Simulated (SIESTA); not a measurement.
## CoO under changes of volume

One of the cells (9.684 Å³/atom); the others are scaled copies at fixed shape and fractional positions:

```xyz
2
Lattice="0.0000 2.1315 2.1315 2.1315 0.0000 2.1315 2.1315 2.1315 0.0000" Properties=species:S:1:pos:R:3 pbc="T T T"
Co    0.0000    0.0000    0.0000
O     2.1315    2.1315    2.1315
```

```yaml
Program: SIESTA 5.4.2
Functional: PBEsol
Potentials_or_basis: PseudoDojo 0.4 standard (PBEsol files)
Basis: DZP (energy shift 0.003 Ry; two zetas on semicore shells)
Grid_cutoff: 800 Ry
Energy_shift: 0.003 Ry
k_mesh: 8 × 8 × 8
Occupations: fermi-dirac, width 0.05 eV
Spin: collinear spin, ferromagnetic start
Starting_moments: "[2.0, 0.0] μB"
```

```tsv
volume (Å³/atom)	energy over the lowest point (meV/atom)	pressure (GPa)	moment (μB per cell)
9.103	0.00	0.4	2.84
9.297	2.44	-3.6	2.87
9.490	8.99	-6.7	2.92
9.684	19.26	-10.2	2.96
9.878	33.43	-13.2	2.98
10.071	?	?	?
10.265	71.67	-18.3	3.00
```

Task: What does the run at 10.071 Å³/atom give?

Result: Energy over the lowest point 51.03 meV/atom; pressure -15.7 GPa; moment 2.99 μB per cell.

Worked out: A Birch-Murnaghan fit of order 3 (a polynomial in V^(-2/3)) to the other rows has its minimum at 9.09 Å³/atom, just outside them, with B0 = V·E''(V) = 166 GPa (rough, since the energies scatter). It gives 50.85 meV/atom at 10.071 Å³/atom, against the run's 51.03, and -dE/dV = -15.9 GPa, against -15.7. A parabola through the other rows of the moment, of slope 0.0618 μB per Å³/atom there, gives 2.99 μB, against the run's 2.99.

Energies are extrapolated to zero smearing.

Caveats: short orbitals over semicore shells can move pressures by several GPa; the basis of atomic orbitals isn't converged, which shifts pressures, moduli and gaps; a cell with one magnetic atom can't hold antiferromagnetic order, which such compounds often take.
